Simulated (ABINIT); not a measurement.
# BP (F-43m): from the cell to the phonon bands

Wanted: phonon bands, density of states and zone-centre response of BP (F-43m).

Method: DFT PBE, scalar-relativistic, plane waves, SPMS norm-conserving pseudopotentials, in ABINIT 10.8.3.

**What experiment says.**

“Thermal expansion coefficients of high thermal conducting BAs and BP materials” (2019, arxiv:1906.04101) reports for BP, zinc blende, by single-crystal XRD (Mo K-alpha) (metal-flux-grown single crystal, 100 K): lattice constant a (cubic a at 100 K) 4.5383 ± 0.0008 Å.

“Boron phosphide under pressure: in situ study by Raman scattering and X-ray diffraction” (2015, arxiv:1505.05714) reports for BP, zinc blende, by Raman scattering, 514.5 nm, backscattering (synthetic BP; powder or crystal not specified, 300 K): Raman mode (TO at Gamma (T2), ambient spectrum) 794 cm⁻¹ [very weak band; the pressure fit in the same paper quotes about 797 cm-1].

Most raw output is cut from this account.

## (1) The structure

It takes space group F-43m (No. 216, cubic). The conventional cell has a = 4.538 Å, b = 4.538 Å, c = 4.538 Å, α = 90.00°, β = 90.00°, γ = 90.00°. B has 4 P at 1.97 Å nearest. P has 4 B at 1.97 Å nearest. Farther neighbours are not listed.

## (2) A first look

A first run with smearing and empty bands tells whether the crystal has a gap, which decides between fixed occupations and smearing later on.

probe.abi

```
# ground state
tolvrs 1.0d-08
prtden 1
prtwf 1

# basis, mesh and filling
ecut 30.0
ngkpt 6 6 6
nshiftk 1
shiftk 0.0 0.0 0.0
istwfk *1
occopt 7
tsmear 0.005
nband 9
nstep 100
diemac 9.0
prtebands 0
prtgsr 0
useylm 1

# cell and atoms
acell 3*1.0 Angstrom
rprim 
    0.0 2.269 2.269
    2.269 0.0 2.269
    2.269 2.269 0.0
ntypat 2
znucl 5 15
natom 2
typat 1 2
xred 
    0.0 0.0 0.0
    0.25 0.25 0.25
pp_dirpath "./pseudo"
pseudos "B.psp8, P.psp8"
```

Run with:

```bash
$ OMP_NUM_THREADS=1 mpirun -n 2 abinit probe.abi > probe.log
```

The job ended after 3.1 s (2 MPI ranks of Intel Xeon at 2.70GHz, shared host; 5.7 s of CPU time).

Numbers from this step:

| Property | Result |
| --- | --- |
| volume per atom | 11.68 Å³ |
| pressure | 0.9500 GPa |
| gap on the k-mesh | 1.343 eV |

A gap of 1.3 eV opens on this mesh, so the crystal is taken as an insulator; the printed pressure holds the stress of the finite basis too.

## (3) Relaxation

The harmonic expansion needs vanishing forces, and a free crystal bears no stress, so cell and atoms are brought to rest. Stress is more sensitive to the basis than forces are: the last 3 Ha under the cutoff are smoothed with ecutsm, and the cutoff is raised above that of the later runs.

relax.abi

```
# relaxation
ionmov 2
optcell 2
dilatmx 1.08
ntime 40
tolmxf 1.0d-05
tolvrs 1.0d-14
prtwf 0
prtden 0
chksymtnons 0

# basis, mesh and filling
ecut 38.0
ecutsm 3.0
ngkpt 8 8 8
nshiftk 1
shiftk 0.0 0.0 0.0
istwfk *1
occopt 1
nband 4
nstep 100
diemac 9.0
prtebands 0
prtgsr 0
useylm 1

# cell and atoms
acell 3*1.0 Angstrom
rprim 
    0.0 2.269 2.269
    2.269 0.0 2.269
    2.269 2.269 0.0
ntypat 2
znucl 5 15
natom 2
typat 1 2
xred 
    0.0 0.0 0.0
    0.25 0.25 0.25
pp_dirpath "./pseudo"
pseudos "B.psp8, P.psp8"
```

Run with:

```bash
$ OMP_NUM_THREADS=1 mpirun -n 2 abinit relax.abi > relax.log
```

The job ended after 17 s (2 MPI ranks; 33 s of CPU time).

Relaxation path:

```
step  energy less that of the first step (eV)  largest force (eV/Å)  volume (Å³)
   1                                   0.0000                0.0000        23.36
   2                                  -0.0003                0.0000        23.43
   3                                  -0.0004                0.0000        23.50
```

```
conventional cell, symmetrised  before  after  change
                         a (Å)   4.538  4.547  +0.2 %
                         b (Å)   4.538  4.547  +0.2 %
                         c (Å)   4.538  4.547  +0.2 %
              volume (Å³/atom)   11.68  11.75  +0.6 %
```

The relaxed structure:

```xyz
2
Lattice="0.0000 2.2734 2.2734 2.2734 0.0000 2.2734 2.2734 2.2734 0.0000" Properties=species:S:1:pos:R:3 pbc="T T T"
B     0.0000    0.0000    0.0000
P     1.1367    1.1367    1.1367
```

Read from the output:

- volume per atom: 11.75 Å³
- pressure: 0.002862 GPa

The volume changes by +0.6 % in this run and stands +0.6 % from the first cell.

## (4) Ground state

First-order wavefunctions inherit every error of the ground state, hence the very tight tolvrs.

gs.abi

```
# ground state
tolvrs 1.0d-16
prtden 1
prtwf 1

# basis, mesh and filling
ecut 30.0
ngkpt 8 8 8
nshiftk 1
shiftk 0.0 0.0 0.0
istwfk *1
occopt 1
nband 4
nstep 100
diemac 9.0
prtebands 0
prtgsr 0
useylm 1

# cell and atoms
acell 3*1.0 Angstrom
rprim 
    0.0 2.273363749 2.273363749
    2.273363749 0.0 2.273363749
    2.273363749 2.273363749 0.0
ntypat 2
znucl 5 15
natom 2
typat 1 2
xred 
    0.0 0.0 0.0
    0.25 0.25 0.25
pp_dirpath "./pseudo"
pseudos "B.psp8, P.psp8"
```

Run with:

```bash
$ OMP_NUM_THREADS=1 mpirun -n 2 abinit gs.abi > gs.log
```

The job ended after 3.7 s (2 MPI ranks; 6.9 s of CPU time).

Read from the output:

| Quantity | Value |
| --- | --- |
| pressure | -0.1001 GPa |

The cell stands at -0.10 GPa: the relaxation ran with a smoothed and higher cutoff, and the difference is a stress of the finite basis.

## (5) Empty bands

Empty bands on the ground state's density check that the gap assumed so far is there in this cell.

gap.abi

```
# empty bands on the ground state's density
iscf -2
getden_filepath "gso_DEN"
tolwfr 1.0d-12
nbdbuf 2
prtwf 0

# basis, mesh and filling
ecut 30.0
ngkpt 8 8 8
nshiftk 1
shiftk 0.0 0.0 0.0
istwfk *1
occopt 1
nband 8
nstep 100
diemac 9.0
prtebands 0
prtgsr 0
useylm 1

# cell and atoms
acell 3*1.0 Angstrom
rprim 
    0.0 2.273363749 2.273363749
    2.273363749 0.0 2.273363749
    2.273363749 2.273363749 0.0
ntypat 2
znucl 5 15
natom 2
typat 1 2
xred 
    0.0 0.0 0.0
    0.25 0.25 0.25
pp_dirpath "./pseudo"
pseudos "B.psp8, P.psp8"
```

Run with:

```bash
$ OMP_NUM_THREADS=1 mpirun -n 2 abinit gap.abi > gap.log
```

Elapsed: 3.5 s, on 2 MPI ranks; 6.6 s of CPU time.

This step gave:

```
gap on the k-mesh : 1.287 eV
```

In this cell the gap on the mesh is 1.3 eV, indirect (smallest direct 3.4 eV), so fixed occupations hold.

## (6) Linear response at Γ

The derivative of the wavefunctions by k comes first, since the response to a field is built on it; then the field and the displacements that symmetry doesn't supply are solved at q = 0.

It reads the wavefunctions written in step 4.

dfpt_gamma.abi

```
ndtset 2

# common to the responses
getwfk_filepath "gso_WFK"
kptopt 2
nqpt 1
qpt 0.0 0.0 0.0
asr 0
chneut 0

# d/dk
rfelfd1 2
rfdir1 1 1 1
iscf1 -3
tolwfr1 1.0d-20

# displacements, field
rfphon2 1
rfatpol2 1 2
rfdir2 1 1 1
rfelfd2 3
getddk2 1
tolvrs2 1.0d-10
prtwf2 0

# basis, mesh and filling
ecut 30.0
ngkpt 8 8 8
nshiftk 1
shiftk 0.0 0.0 0.0
istwfk *1
occopt 1
nband 4
nstep 100
diemac 9.0
prtebands 0
prtgsr 0
useylm 1

# cell and atoms
acell 3*1.0 Angstrom
rprim 
    0.0 2.273363749 2.273363749
    2.273363749 0.0 2.273363749
    2.273363749 2.273363749 0.0
ntypat 2
znucl 5 15
natom 2
typat 1 2
xred 
    0.0 0.0 0.0
    0.25 0.25 0.25
pp_dirpath "./pseudo"
pseudos "B.psp8, P.psp8"
```

Run with:

```bash
$ OMP_NUM_THREADS=1 mpirun -n 2 abinit dfpt_gamma.abi > dfpt_gamma.log
```

The job ended after 2.5 min (2 MPI ranks; 5 min of CPU time).

Read from the output:

```yaml
miss_of_the_charge_sum_rule: 0.06979 e
largest_acoustic_frequency_at_the_zone_centre_before_the_sum_rule: 1.2 cm⁻¹
highest_optical_zone_centre_mode_no_lo_to_term: 800.0 cm⁻¹
lowest_optical_zone_centre_mode: 800.0 cm⁻¹
mean_high_frequency_dielectric_constant: 9.436
largest_born_charge_in_size_third_of_the_trace: 0.53 e
```

Born charge (rows field, columns displacement), before the sum rule (e), principal values of the symmetric part by kind of site:

```
atom  atoms with these values      low   middle     high     mean
  B1                        1  -0.5300  -0.5300  -0.5300  -0.5300
  P2                        1   0.4602   0.4602   0.4602   0.4602
```

In full for P2:

```
0.4602 0.0000 0.0000
0.0000 0.4602 0.0000
0.0000 0.0000 0.4602
```

High-frequency dielectric tensor:

```
9.44 0.00 0.00
0.00 9.44 0.00
0.00 0.00 9.44
```

The acoustic modes at Γ come out as far as 1.2 cm⁻¹ from zero, where they should vanish, a small numerical error; the Born charges miss their sum rule by 0.070 e, too much: mesh or cutoff is short for the field response.

## (7) Zone-centre analysis

anaddb reads the merged derivatives, imposes the acoustic sum rule and charge neutrality, and adds the LO-TO term along chosen directions.

anaddb.abi

```
ddb_filepath "gamma_DDB"
output_file "anaddb.abo"
outdata_prefix "anaddb"
asr 1
chneut 1
enunit 2
eivec 1
nph1l 1
qph1l 0.0 0.0 0.0 1.0
dieflag 1
nph2l 3
qph2l 
    1.0 0.0 0.0 0.0
    0.0 0.0 1.0 0.0
    1.0 1.0 1.0 0.0
```

mrgddb.in

```
gamma_DDB
merged
2
dfpt_gammao_DS2_DDB
gso_DDB
```

Run with:

```bash
$ mrgddb < mrgddb.in > mrgddb.log
$ OMP_NUM_THREADS=1 anaddb anaddb.abi > anaddb.log
```

Elapsed: 0.87 s, on 1 thread.

This step gave:

| Quantity | Value |
| --- | --- |
| mean static dielectric constant | 9.536 |
| highest mode moved by the LO-TO term | 804.2 cm⁻¹ |

No LO-TO term; unit eigenvectors of the mass-weighted matrix, from anaddb's displacements. Modes at Γ, with each element's share of the kinetic energy:

```
mode  frequency (cm⁻¹)  symmetry  B %  P %
   1               0.0  acoustic   26   74
   2               0.0  acoustic   26   74
   3               0.0  acoustic   26   74
   4             800.0        T2   74   26
   5             800.0        T2   74   26
   6             800.0        T2   74   26
```

Displacements in mode 5 (800.0 cm⁻¹), the largest set to 1:
```
B1   0.00 -1.00  0.00
P2   0.00  0.35  0.00
```

Trace of the oscillator strength, degenerate modes summed. Infrared lines, with heights relative to the strongest:

```
position (cm⁻¹)  lines merged  IR intensity, relative
            800             3                     100
```

Static dielectric tensor (ions relaxed, fixed cell):

```
9.54 0.00 0.00
0.00 9.54 0.00
0.00 0.00 9.54
```

Before neutrality was imposed the Born charges missed it by 0.070 e, so ε₀, the LO modes and the intensities above are not converged in mesh or cutoff.

## (8) Linear response on the mesh

Linear response treats each wavevector in the unit cell, with no supercell; the 4×4×4 mesh fixes the range of the force constants to be had.

dfpt_q.abi

```
ndtset 7

# wavevectors
qpt1 0.25 0.0 0.0
qpt2 0.5 0.0 0.0
qpt3 0.25 0.25 0.0
qpt4 0.5 0.25 0.0
qpt5 -0.25 0.25 0.0
qpt6 0.5 0.5 0.0
qpt7 -0.25 0.5 0.25

# displacements
getwfk_filepath "gso_WFK"
getwfq_filepath "gso_WFK"
kptopt 3
nqpt 1
rfphon 1
rfatpol 1 2
rfdir 1 1 1
tolvrs 1.0d-10
prtwf 0

# basis, mesh and filling
ecut 30.0
ngkpt 8 8 8
nshiftk 1
shiftk 0.0 0.0 0.0
istwfk *1
occopt 1
nband 4
nstep 100
diemac 9.0
prtebands 0
prtgsr 0
useylm 1

# cell and atoms
acell 3*1.0 Angstrom
rprim 
    0.0 2.273363749 2.273363749
    2.273363749 0.0 2.273363749
    2.273363749 2.273363749 0.0
ntypat 2
znucl 5 15
natom 2
typat 1 2
xred 
    0.0 0.0 0.0
    0.25 0.25 0.25
pp_dirpath "./pseudo"
pseudos "B.psp8, P.psp8"
```

Run with:

```bash
$ OMP_NUM_THREADS=1 mpirun -n 2 abinit dfpt_q.abi > dfpt_q.log
```

It took 24 min on 2 MPI ranks.

Read from the output:

| Property | Result |
| --- | --- |
| lowest mode on the q mesh (acoustic ones at the zone centre apart) | 178.2 cm⁻¹ |

Frequencies (cm⁻¹) before the sum rule at the irreducible wavevectors but Γ, which is solved apart; negative means imaginary. Frequencies by wavevector:

```
 q (fractions)  star  mode 1  mode 2  mode 3  mode 4  mode 5  mode 6
      0.25 0 0     8   178.2   178.2   343.6   771.6   771.6   786.9
       0.5 0 0     4   224.7   224.7   505.5   752.4   757.8   757.8
   0.25 0.25 0     6   238.9   238.9   360.2   740.9   740.9   799.8
    0.5 0.25 0    24   284.4   362.8   455.8   693.7   720.4     778
  -0.25 0.25 0    12     262   352.2   410.3   706.6   733.3   779.4
     0.5 0.5 0     3   313.6   313.6     525   701.7   701.7     781
-0.25 0.5 0.25     6   367.1   413.3   434.6   661.1     701   771.6
```

## (9) Interpolated phonon bands

anaddb transforms the dynamical matrices to force constants, with the dipole-dipole part treated apart, and back along the path; points of the mesh come back as solved, but for the sum rule and, in polar crystals, the LO-TO term at Γ; the rest is interpolation.

anaddb.abi

```
ddb_filepath "all_DDB"
output_file "anaddb.abo"
outdata_prefix "anaddb"
ifcflag 1
ngqpt 4 4 4
nqshft 1
q1shft 0.0 0.0 0.0
asr 1
chneut 1
dipdip 1
dipquad 0
quadquad 0
enunit 0
eivec 0
nph1l 62
qph1l 
    -5.0d-06 -5.0d-06 0.0 1.0
    -0.05 -0.05 0.0 1.0
    -0.1 -0.1 0.0 1.0
    -0.15 -0.15 0.0 1.0
    -0.2 -0.2 0.0 1.0
    -0.25 -0.25 0.0 1.0
    -0.3 -0.3 0.0 1.0
    -0.35 -0.35 0.0 1.0
    -0.4 -0.4 0.0 1.0
    -0.45 -0.45 0.0 1.0
    -0.5 -0.5 0.0 1.0
    -0.4875 -0.4875 0.025 1.0
    -0.475 -0.475 0.05 1.0
    -0.4625 -0.4625 0.075 1.0
    -0.45 -0.45 0.1 1.0
    -0.4375 -0.4375 0.125 1.0
    -0.425 -0.425 0.15 1.0
    -0.4125 -0.4125 0.175 1.0
    -0.4 -0.4 0.2 1.0
    -0.3875 -0.3875 0.225 1.0
    -0.375 -0.375 0.25 1.0
    -0.375 0.0 0.375 1.0
    -0.3375 0.0 0.3375 1.0
    -0.3 0.0 0.3 1.0
    -0.2625 0.0 0.2625 1.0
    -0.225 0.0 0.225 1.0
    -0.1875 0.0 0.1875 1.0
    -0.15 0.0 0.15 1.0
    -0.1125 0.0 0.1125 1.0
    -0.075 0.0 0.075 1.0
    -0.0375 0.0 0.0375 1.0
    0.0 0.0 5.0d-06 1.0
    0.0 0.0 0.05 1.0
    0.0 0.0 0.1 1.0
    0.0 0.0 0.15 1.0
    0.0 0.0 0.2 1.0
    0.0 0.0 0.25 1.0
    0.0 0.0 0.3 1.0
    0.0 0.0 0.35 1.0
    0.0 0.0 0.4 1.0
    0.0 0.0 0.45 1.0
    0.0 0.0 0.5 1.0
    -0.05 -0.025 0.475 1.0
    -0.1 -0.05 0.45 1.0
    -0.15 -0.075 0.425 1.0
    -0.2 -0.1 0.4 1.0
    -0.25 -0.125 0.375 1.0
    -0.3 -0.15 0.35 1.0
    -0.35 -0.175 0.325 1.0
    -0.4 -0.2 0.3 1.0
    -0.45 -0.225 0.275 1.0
    -0.5 -0.25 0.25 1.0
    -0.5 -0.275 0.225 1.0
    -0.5 -0.3 0.2 1.0
    -0.5 -0.325 0.175 1.0
    -0.5 -0.35 0.15 1.0
    -0.5 -0.375 0.125 1.0
    -0.5 -0.4 0.1 1.0
    -0.5 -0.425 0.075 1.0
    -0.5 -0.45 0.05 1.0
    -0.5 -0.475 0.025 1.0
    -0.5 -0.5 0.0 1.0
```

mrgddb.in

```
all_DDB
merged
8
dfpt_gammao_DS2_DDB
dfpt_qo_DS1_DDB
dfpt_qo_DS2_DDB
dfpt_qo_DS3_DDB
dfpt_qo_DS4_DDB
dfpt_qo_DS5_DDB
dfpt_qo_DS6_DDB
dfpt_qo_DS7_DDB
```

Run with:

```bash
$ mrgddb < mrgddb.in > mrgddb.log
$ OMP_NUM_THREADS=1 anaddb anaddb.abi > anaddb.log
```

Run time: 1.3 s. Hardware: 1 thread.

Numbers from this step:

```
lowest frequency on the path : 0 cm⁻¹
```

Anaddb, dipole-dipole term. Phonon branches along the path, in cm⁻¹:

```
    point  branch 1  branch 2  branch 3  branch 4  branch 5  branch 6
        Γ         0         0         0       800       800       804
  halfway       239       239       360       741       741       800
        X       314       314       525       702       702       781
  halfway       314       344       510       690       702       780
        U       310       400       470       667       706       780
jump to K       310       400       470       667       706       780
  halfway       215       280       356       749       756       780
        Γ         0         0         0       800       800       804
  halfway       178       178       344       772       772       787
        L       225       225       506       752       758       758
  halfway       288       343       471       687       728       776
        W       367       413       435       661       701       772
  halfway       339       348       496       683       702       776
        X       314       314       525       702       702       781
```

All branches are real along the path.

(Continued in part 2 of 2.)

[Host names and launcher messages were left out of these logs when they were recorded.]

[Logs are printed without paths, hosts, clocks, repeated set-up lines and the standing remarks that a program may print on its own settings, such as how far it seeks lower states.]

[Hosts, paths, dates, database ids (printed as entryN), source tags and the programs' standing remarks are cut or masked in the printed files.]
